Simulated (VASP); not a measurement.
# CaSe (Fm-3m) in VASP: a series of runs

Aim: see how the results for CaSe move with the level of theory and the settings. Levels: PBE, PBEsol. Tasks: single point.

All numbers are computed with VASP 6.6.1; they aren't measurements. Logs are shortened: lines on timing, memory, paths and dates and some standing lists are left out, and cuts for length are marked.

**Measured values to compare with.**

From a printed reference work, monograph, original work of 1988, for a bulk crystal of CaSe at 2 K: band gap 3.85 eV (indirect).

The runs below are set against these values where they give the same quantity.

### Step 1. The cell of the first run

Symmetry: Fm-3m, No. 225, cubic system. Conventional cell: a = 5.912 Å, b = 5.912 Å, c = 5.912 Å, α = 90.00°, β = 90.00°, γ = 90.00°. Within 3.9 Å of Se (site symmetry m-3m) lie 6 Ca at 2.96 Å. Within 3.9 Å of Ca (site symmetry m-3m) lie 6 Se at 2.96 Å.

### Step 2. Single point, PBE

Input file INCAR:

```
SYSTEM = CaSe
  PREC = Accurate
  ENCUT = 520
  EDIFF = 1E-6
  ISMEAR = 0
  SIGMA = 0.1
  LREAL = .FALSE.
  LASPH = .TRUE.
  NELM = 100
  ALGO = Normal
  ISIF = 2
  LWAVE = .FALSE.
  LCHARG = .FALSE.
  GGA = PE
  NBANDS = 15
```

Input file KPOINTS:

```
Automatic mesh
0
G
  8 8 8
  0 0 0
```

Input file POSCAR:

```
CaSe
1.0
    4.1804152900      0.0000000000      0.0000000000
    2.0902076450      3.6203458395      0.0000000000
    2.0902076450      1.2067819465      3.4132947911
Se Ca
1 1
Direct
    0.5000000000      0.5000000000      0.5000000000
    0.0000000000      0.0000000000      0.0000000000
```

Potentials or basis: VASP PAW PBE potentials, release 64 (Se, Ca_sv).

The run is started by

```console
$ cat potpaw_PBE.64/Se/POTCAR potpaw_PBE.64/Ca_sv/POTCAR > POTCAR
$ mpirun -np 1 vasp_std > vasp.out
```

OUTCAR:

```text
SYSTEM = CaSe
   PREC = Accurate
   ENCUT = 520
   EDIFF = 1E-6
   ISMEAR = 0
   LREAL = .FALSE.
   LASPH = .TRUE.
   NELM = 100
   ISIF = 2
   GGA = PE

 ion  position               nearest neighbor table
   1  0.500  0.500  0.500-   2 2.96   2 2.96   2 2.96   2 2.96   2 2.96   2 2.96
   2  0.000  0.000  0.000-   1 2.96   1 2.96   1 2.96   1 2.96   1 2.96   1 2.96

  LATTYP: Found a face centered cubic cell.
 ALAT       =     5.9119999995

  Lattice vectors:

 A1 = (   4.1804152900,   0.0000000000,   0.0000000000)
 A2 = (   2.0902076450,   3.6203458395,   0.0000000000)
 A3 = (   2.0902076450,   1.2067819465,   3.4132947911)

Analysis of symmetry for initial positions (statically):
=====================================================================
 Subroutine PRICEL returns:
 Original cell was already a primitive cell.

 Routine SETGRP: Setting up the symmetry group for a
 face centered cubic supercell.

 Subroutine GETGRP returns: Found 48 space group operations
 (whereof 48 operations were pure point group operations)
 out of a pool of 48 trial point group operations.

The static configuration has the point symmetry O_h .

Analysis of symmetry for dynamics (positions and initial velocities):
=====================================================================
 Subroutine PRICEL returns:
 Original cell was already a primitive cell.

 Routine SETGRP: Setting up the symmetry group for a
 face centered cubic supercell.

 Subroutine GETGRP returns: Found 48 space group operations
 (whereof 48 operations were pure point group operations)
 out of a pool of 48 trial point group operations.

The dynamic configuration has the point symmetry O_h .

 Subroutine INISYM returns: Found 48 space group operations
 (whereof 48 operations are pure point group operations),
 and found     1 'primitive' translations

----------------------------------------------------------------------------------------

                                     Primitive cell

  volume of cell :      51.6587

  direct lattice vectors                    reciprocal lattice vectors
     4.180415290  0.000000000  0.000000000     0.239210684 -0.138108353 -0.097657353
     2.090207645  3.620345840  0.000000000     0.000000000  0.276216705 -0.097657353
     2.090207645  1.206781947  3.413294791     0.000000000  0.000000000  0.292972058

  length of vectors
     4.180415290  4.180415290  4.180415290     0.292972058  0.292972058  0.292972058

  position of ions in fractional coordinates (direct lattice)
     0.500000000  0.500000000  0.500000000
     0.000000000  0.000000000  0.000000000

  ion indices of the primitive-cell ions
   primitive index   ion index
                 1           1
                 2           2

----------------------------------------------------------------------------------------

 KPOINTS: Automatic mesh

Automatic generation of k-mesh.
 Grid dimensions read from file:
 generate k-points for:    8    8    8

 Generating k-lattice:

  Cartesian coordinates                     Fractional coordinates (reciprocal lattice)
     0.029901335 -0.017263544 -0.012207169     0.125000000  0.000000000  0.000000000
     0.000000000  0.034527088 -0.012207169     0.000000000  0.125000000  0.000000000
     0.000000000  0.000000000  0.036621507     0.000000000  0.000000000  0.125000000

  Length of vectors
     0.036621507  0.036621507  0.036621507

  Shift w.r.t. Gamma in fractional coordinates (k-lattice)
     0.000000000  0.000000000  0.000000000

 Subroutine IBZKPT returns following result:
 ===========================================

 Found     29 irreducible k-points:

 Following reciprocal coordinates:
            Coordinates               Weight
  0.000000  0.000000  0.000000      1.000000
  0.125000  0.000000  0.000000      8.000000
  0.250000  0.000000  0.000000      8.000000
  0.375000  0.000000  0.000000      8.000000
  0.500000  0.000000  0.000000      4.000000
  0.125000  0.125000  0.000000      6.000000
[... 16 lines left out ...]
  0.500000  0.250000  0.125000     48.000000
 -0.375000  0.250000  0.125000     24.000000
 [... further k-points ...]
   k-points           NKPTS =     29   k-points in BZ     NKDIM =     29   number of bands    NBANDS=     15
   number of dos      NEDOS =    301   number of ions     NIONS =      2
   total plane-waves  NPLWV =  32768
   dimension x,y,z NGX =    32 NGY =   32 NGZ =   32
   dimension x,y,z NGXF=    64 NGYF=   64 NGZF=   64
   ions per type =               1   1
   NGX,Y,Z   is equivalent  to a cutoff of  12.73, 12.73, 12.73 a.u.
   NGXF,Y,Z  is equivalent  to a cutoff of  25.45, 25.45, 25.45 a.u.
 SYSTEM =  CaSe
   PREC   = accura    normal or accurate (medium, high low for compatibility)
   ISTART =      0    job   : 0-new  1-cont  2-samecut
   ICHARG =      2    charge: 1-file 2-atom 10-const
   ISPIN  =      1    spin polarized calculation?
   LNONCOLLINEAR =      F non collinear calculations
   LSORBIT =      F    spin-orbit coupling
   LASPH  =      T    aspherical Exc in radial PAW
   ENCUT  =  520.0 eV  38.22 Ry    6.18 a.u.   7.77  7.77  7.77*2*pi/ulx,y,z
   NELM   =    100;   NELMIN=  2; NELMDL= -5     # of ELM steps
   EDIFF  = 0.1E-05   stopping-criterion for ELM
   LREAL  =      F    real-space projection
   EDIFFG = 0.1E-04   stopping-criterion for IOM
   NSW    =      0    number of steps for IOM
   IBRION =     -1    ionic relax: 0-MD 1-quasi-New 2-CG
   NFREE  =      0    steps in history (QN), initial steepest desc. (CG)
   ISIF   =      2    stress and relaxation
   ISYM   =      2    0-nonsym 1-usesym 2-fastsym
   POTIM  = 0.5000    time-step for ionic-motion
   TEBEG  =    0.0;   TEEND  =   0.0 temperature during run
   PSTRESS=    0.0 pullay stress
   NELECT =      16.0000    total number of electrons
   NUPDOWN=      -1.0000    fix difference up-down
   EMIN   =  10.00;   EMAX   =-10.00  energy-range for DOS
   EFERMI =   0.00;   METHOD = LEGACY
   ISMEAR =     0;   SIGMA  =   0.10  broadening in eV -4-tet -1-fermi 0-gaus
   EFERMI_NEDOS =   21; number of points for ismear=-14 and -15
   IALGO  =     38    algorithm
   IMIX   =      4    mixing-type and parameters
     AMIX     =   0.40;   BMIX     =  1.00
     AMIX_MAG =   1.60;   BMIX_MAG =  1.00
  volume/ion in A,a.u.               =      25.83       174.30
  Fermi-wavevector in a.u.,A,eV,Ry     =   1.107645  2.093145 16.692666  1.226876
  Thomas-Fermi vector in A             =   2.244161
   LORBIT       =      0    0 simple, 1 ext, 2 COOP (PROOUT), +10 PAW based schemes
   GGA     = PE    functional components
   LHFCALC =     F    Hartree Fock is set to
   AEXX    =    0.0000 exact exchange contribution
   IVDW    =     0    specifies the selected vdW correction
   LEPSILON=     F    determine dielectric tensor
   LRPA    =     F    only Hartree local field effects (RPA)
 non-spin polarized calculation
 Gauss-broadening in eV      SIGMA  =   0.10
  energy-cutoff  :      520.00
  volume of cell :       51.66
 maximum number of plane-waves:      1411
   NGX = 15   NGY = 15   NGZ = 15

 number of electron      15.9999998 magnetization

 Free energy of the ion-electron system (eV)
  ---------------------------------------------------
  ext. energy  EPLUGINS =         0.00000000
  ---------------------------------------------------
  free energy    TOTEN  =        -9.47998081 eV

  energy without entropy =       -9.47998081  energy(sigma->0) =       -9.47998081

 E-fermi :   3.0314     XC(G=0):  -9.1623

 val. band max:        2.4581344577   @ k =   0.0000   0.0000   0.0000
 cond. band min:       4.4778290201   @ k =   0.5000   0.5000   0.0000
 fundamental gap:      2.0196945623
 Fermi energy:         3.0313984600

 k-point     1 :       0.0000    0.0000    0.0000
  band No.  band energies     occupation
      1     -37.2860      2.00000
      2     -18.2804      2.00000
      3     -18.2804      2.00000
      4     -18.2804      2.00000
      5      -9.3465      2.00000
      6       2.4581      2.00000
      7       2.4581      2.00000
      8       2.4581      2.00000
      9       5.8086      0.00000
     10       6.1638      0.00000
     11       6.1638      0.00000
     12       6.1638      0.00000
     13       6.7343      0.00000
     14       6.7343      0.00000
     15      12.1745      0.00000

 k-point     2 :       0.1250    0.0000    0.0000
  band No.  band energies     occupation
      1     -37.2850      2.00000
      2     -18.2977      2.00000
      3     -18.2815      2.00000
      4     -18.2815      2.00000
      5      -9.2532      2.00000
      6       1.6901      2.00000
      7       2.2172      2.00000
      8       2.2172      2.00000
      9       6.0707      0.00000
     10       6.3762      0.00000
     11       6.3762      0.00000
     12       6.7852      0.00000
     13       7.1417      0.00000
     14       7.1417      0.00000
     15      12.3438      0.00000

 k-point     3 :       0.2500    0.0000    0.0000
  band No.  band energies     occupation
      1     -37.2826      2.00000
      2     -18.3388      2.00000
      3     -18.2843      2.00000
      4     -18.2843      2.00000
      5      -9.0164      2.00000
      6       0.4513      2.00000
      7       1.7547      2.00000
      8       1.7547      2.00000
      9       6.1851      0.00000
     10       6.8946      0.00000
     11       6.8946      0.00000
     12       8.1378      0.00000
     13       8.1378      0.00000
     14       8.2036      0.00000
     15      11.8745      0.00000
[... 343 lines left out ...]
 k-point    23 :       0.5000    0.2500    0.1250
  band No.  band energies     occupation
      1     -37.2789      2.00000
      2     -18.3652      2.00000
      3     -18.3116      2.00000
      4     -18.2941      2.00000
      5      -8.7310      2.00000
      6      -0.2362      2.00000
      7       1.0202      2.00000
      8       1.3076      2.00000
      9       6.3449      0.00000
     10       7.6707      0.00000
     11       7.9713      0.00000
     12       8.1292      0.00000
     13       8.6047      0.00000
     14      10.2127      0.00000
     15      10.5292      0.00000

 k-point    24 :      -0.3750    0.2500    0.1250
  band No.  band energies     occupation
      1     -37.2781      2.00000
      2     -18.3740      2.00000
      3     -18.3134      2.00000
      4     -18.2973      2.00000
      5      -8.6602      2.00000
      6      -0.3773      2.00000
      7       0.8261      2.00000
      8       1.2172      2.00000
      9       6.9366      0.00000
     10       7.2207      0.00000
     11       8.1872      0.00000
     12       8.4702      0.00000
     13       8.8120      0.00000
     14       9.6983      0.00000
     15      11.0850      0.00000

 [... further k-points ...]
[... 5 lines left out ...]
  --------------------------------------------------------------------------------------
  -------------------------------------------------------------------------------------
  Total        0.4343318      0.4343318      0.4343318      0.0000000     -0.0000000     -0.0000000
  in kB       13.4706607     13.4706607     13.4706607      0.0000000     -0.0000000     -0.0000000
  external PRESSURE =      13.4706607 kB  Pullay stress =       0.0000000 kB

 VOLUME and BASIS-vectors are now :
 -----------------------------------------------------------------------------
  energy-cutoff  :      520.00
  volume of cell :       51.66
      direct lattice vectors                 reciprocal lattice vectors
     4.180415290  0.000000000  0.000000000     0.239210684 -0.138108353 -0.097657353
     2.090207645  3.620345840  0.000000000     0.000000000  0.276216705 -0.097657353
     2.090207645  1.206781947  3.413294791     0.000000000  0.000000000  0.292972058

 POSITION                                       TOTAL-FORCE (eV/Angst)
 -----------------------------------------------------------------------------------
      4.18042      2.41356      1.70665        -0.000000     -0.000000      0.000000
      0.00000      0.00000      0.00000         0.000000      0.000000      0.000000
 -----------------------------------------------------------------------------------
    total drift:                               -0.000000      0.000000      0.000000

  FREE ENERGIE OF THE ION-ELECTRON SYSTEM (eV)
  ---------------------------------------------------
  free  energy   TOTEN  =        -9.4799808092 eV

  energy  without entropy=       -9.4799808092  energy(sigma->0) =       -9.47998081
```

It took 18 s on 1 thread of Intel Xeon Platinum 8259CL at 2.50GHz (Skylake/Cascade Lake), shared host; peak memory 0.18 GiB.

Results:

```
Free energy            : -9.4800 eV
Pressure               : 1.3 GPa
Band gap on the k mesh : 2.02 eV, indirect (least direct gap 2.96 eV)
```

Levels at points of the mesh, in eV from the valence-band top:
| k point | band 6 | band 7 | band 8 | band 9 | band 10 | band 11 |
| --- | --- | --- | --- | --- | --- | --- |
| (0.00, 0.00, 0.00) | 0.00 | 0.00 | 0.00 | 3.35 | 3.71 | 3.71 |
| (0.50, 0.00, 0.00) | -3.29 | -1.20 | -1.20 | 4.52 | 5.48 | 5.51 |
| (0.50, 0.50, 0.00) | -2.52 | -0.94 | -0.94 | 2.02 | 5.04 | 5.06 |

### Step 3. Single point, PBEsol (volume scaled by 0.94)

Input file INCAR:

```
  ALGO = Normal
  EDIFF = 1E-7
  ENCUT = 520
  GGA = PS
  ISIF = 2
  ISMEAR = -1
  LASPH = T
  LCHARG = T
  LELF = T
  LREAL = F
  LVHAR = T
  LWAVE = F
  NBANDS = 15
  NELM = 60
  PREC = Accurate
  SIGMA = 0.05
```

Input file KPOINTS:

```
k-points
0
Gamma
  8 8 8
```

Input file POSCAR:

```
CaSe
1.0
    0.0000000000      2.8956565374      2.8956565374
    2.8956565374      0.0000000000      2.8956565374
    2.8956565374      2.8956565374      0.0000000000
Se Ca
1 1
Direct
    0.5000000000      0.5000000000      0.5000000000
    0.0000000000      0.0000000000      0.0000000000
```

Potentials or basis: VASP PAW PBE potentials, release 64 (Se, Ca_sv).

The run is started by

```console
$ cat potpaw_PBE.64/Se/POTCAR potpaw_PBE.64/Ca_sv/POTCAR > POTCAR
$ mpirun -np 1 vasp_std > vasp.out
```

OUTCAR:

```text
EDIFF = 1E-7
   ENCUT = 520
   GGA = PS
   ISIF = 2
   ISMEAR = -1
   LASPH = T
   LREAL = F
   NELM = 60
   PREC = Accurate

 ion  position               nearest neighbor table
   1  0.500  0.500  0.500-   2 2.90   2 2.90   2 2.90   2 2.90   2 2.90   2 2.90
   2  0.000  0.000  0.000-   1 2.90   1 2.90   1 2.90   1 2.90   1 2.90   1 2.90

  LATTYP: Found a face centered cubic cell.
 ALAT       =     5.7913130748

  Lattice vectors:

[... 607 lines left out ...]
      8       1.4140      2.00000
      9       7.2708      0.00000
     10       7.5783      0.00000
     11       8.6756      0.00000
     12       9.0125      0.00000
     13       9.3743      0.00000
     14      10.2399      0.00000
     15      11.8343      0.00000

 [... further k-points ...]
[... 5 lines left out ...]
  --------------------------------------------------------------------------------------
  -------------------------------------------------------------------------------------
  Total        0.7522118      0.7522118      0.7522118      0.0000000      0.0000000      0.0000000
  in kB       24.8187326     24.8187326     24.8187326      0.0000000      0.0000000      0.0000000
  external PRESSURE =      24.8187326 kB  Pullay stress =       0.0000000 kB

 VOLUME and BASIS-vectors are now :
 -----------------------------------------------------------------------------
  energy-cutoff  :      520.00
  volume of cell :       48.56
      direct lattice vectors                 reciprocal lattice vectors
     0.000000000  2.895656537  2.895656537    -0.172672412  0.172672412  0.172672412
     2.895656537  0.000000000  2.895656537     0.172672412 -0.172672412  0.172672412
     2.895656537  2.895656537  0.000000000     0.172672412  0.172672412 -0.172672412

 POSITION                                       TOTAL-FORCE (eV/Angst)
 -----------------------------------------------------------------------------------
      2.89566      2.89566      2.89566         0.000000      0.000000     -0.000000
      0.00000      0.00000      0.00000        -0.000000      0.000000      0.000000
 -----------------------------------------------------------------------------------
    total drift:                               -0.000000      0.000000      0.000000

  FREE ENERGIE OF THE ION-ELECTRON SYSTEM (eV)
  ---------------------------------------------------
  free  energy   TOTEN  =       -10.0575474562 eV

  energy  without entropy=      -10.0575474556  energy(sigma->0) =      -10.05754746
```

Wall time 14 s (1 thread of Intel Xeon Platinum 8488C (Sapphire Rapids), shared host); peak memory 0.17 GiB.

What came out:

```
Free energy            : -10.0575 eV
Pressure               : 2.5 GPa
Band gap on the k mesh : 1.76 eV, indirect (least direct gap 2.76 eV)
```

Caveat: the PAW data sets were made with another functional, which shifts forces and pressure a little. A k mesh can miss the band edges.

### Step 4. Against experiment

Step 2. A measured gap of CaSe is 3.85 eV (indirect; 2 K; a printed reference work, monograph, original work of 1988); the calculated 2.02 eV misses it by -1.83 eV. Spin-orbit coupling on Se is left out. The value is that of PBE on a finite k mesh, which can miss the band edges, without temperature or zero-point motion. Semilocal functionals fall short of measured gaps as a rule.
